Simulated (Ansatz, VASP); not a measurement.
This is a calculation of Ni for VASP 6.6.1. 

File INCAR:

```
SYSTEM = Ni
ALGO     = Normal         ! electronic algorithm
EDIFF    = 1E-6           ! SCF threshold, eV
EDIFFG   = -0.005         ! ionic threshold
ENCUT    = 600            ! plane-wave cutoff, eV
GGA      = PS             ! functional
IBRION   = 2              ! ionic algorithm
ISIF     = 3              ! what is computed and relaxed
ISMEAR   = -1             ! smearing method
ISPIN    = 2              ! spin polarisation
IVDW     = 12             ! dispersion correction
LASPH    = .TRUE.         ! aspherical terms in the spheres
LCHARG   = .FALSE.        ! write CHGCAR
LMAXMIX  = 4              ! l up to which the mixer works
LORBIT   = 11             ! projections on sites
LREAL    = .FALSE.        ! projectors in reciprocal space
LWAVE    = .FALSE.        ! write WAVECAR
MAGMOM   = 1              ! initial moments
NELM     = 100            ! most SCF steps
NSW      = 60             ! ionic steps
PREC     = Accurate       ! precision mode
SIGMA    = 0.05           ! smearing width, eV
```

KPOINTS

```
k-points
0
G
  13 13 13
  0 0 0
```

File POSCAR:

```
Ni
1.0
    0.0000000000      1.7375729330      1.7375729330
    1.7375729330      0.0000000000      1.7375729330
    1.7375729330      1.7375729330      0.0000000000
Ni
1
Direct
    0.0000000000      0.0000000000      0.0000000000
```

Potentials or basis: VASP PAW PBE potentials, release 64 (Ni).

Command:

```console
$ cat potpaw_PBE.64/Ni/POTCAR > POTCAR
$ mpirun -np 1 vasp_std > vasp.out
```

Question: Translate it to Ansatz 0.2.0. Potentials or basis there: all-electron LAPW, scalar-relativistic.

Answer: As run (cutoffs and basis follow the program's own potentials, and thresholds, step limits or extra output files can differ):

The input input.yaml:

```yaml
crystal:
  lattice:
    - [0.0, 1.737572933, 1.737572933]
    - [1.737572933, 0.0, 1.737572933]
    - [1.737572933, 1.737572933, 0.0]
  atoms:
    - { symbol: Ni, position: [0.0, 0.0, 0.0], spin: 1.0 }
kpoints:
  mp_grid: { grid: [13, 13, 13] }
scf:
  occupations: { method: fermi_dirac, width: 0.05 }
hamiltonian:
  xc: pbesol
  dispersion: d3bj
  pseudopotentials: { kind: all_electron, lapw: { basis_error: 0.001 } }
magnetization:
  spin_polarized: true
output:
  forces: true
  stress: true
relax:
  f_tol: 0.005
  max_steps: 60
  cell: {}
```

Potentials or basis: all-electron LAPW, scalar-relativistic.

Launch:

```bash
$ ansatz run input.yaml --threads 2 --pin off --max-ram 6144MiB --backend cpu --events-out ev --progress --plain --runs-dir out
```

Both were run:

|  | VASP | Ansatz |
| --- | --- | --- |
| Relaxed volume | 10.08 Å³/atom | 10.08 Å³/atom |
| Relaxed cell | a = 2.425 Å, b = 2.425 Å, c = 2.425 Å, α = 60.00°, β = 60.00°, γ = 60.00° | a = 2.425 Å, b = 2.425 Å, c = 2.425 Å, α = 60.00°, β = 60.00°, γ = 60.00° |
| Space group after relaxing | Fm-3m (No. 225) | Fm-3m (No. 225) |
| Pressure after relaxing | 0.0 GPa | 0.0 GPa |
| Net moment | 0.62 μB per cell | 0.63 μB per cell |

VASP's potentials were made for PBE.

Where Ansatz's input types no cutoff or centring, it takes its own default and a Γ-centred mesh.

The magnetic state is the one that the start led to; the real crystal's order can differ.

Pressure is positive in compression.
